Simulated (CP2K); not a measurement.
BN:

```
CELL_PARAMETERS angstrom
2.49824 0.00000 0.00000
-1.24912 2.16354 0.00000
0.00000 0.00000 6.63570
ATOMIC_POSITIONS crystal
N 0.66667 0.33333 0.25000
N 0.33333 0.66667 0.75000
B 0.66667 0.33333 0.75000
B 0.33333 0.66667 0.25000
```

Base run:

| Quantity | Value |
| --- | --- |
| Program | CP2K 2026.2 |
| Functional | LDA |
| Potentials or basis | POTENTIAL_UZH N GTH-PBE-q5, B GTH-PBE-q3; TZVP-MOLOPT-PBE-GTH basis |
| Density cutoff | 9184 eV |
| k mesh | 12 × 12 × 4 |
| Occupations | fermi-dirac, width 0.05 eV |
| Spin | no spin polarisation |

Its results: band gap on the k mesh 4.09 eV, indirect (least direct gap 4.52 eV); pressure 3.8 GPa.

**Question.** The run is repeated on the same cell with these changes: functional from LDA to optB88-vdW. What comes out?

**Answer.** Band gap on the k mesh 4.36 eV, indirect (least direct gap 4.75 eV); pressure 3.9 GPa.

Caveats: the potentials were made for another functional, which shifts forces and pressure; the basis of atomic orbitals isn't converged, which shifts pressures, moduli and gaps.

Not every run made on this cell is shown here.
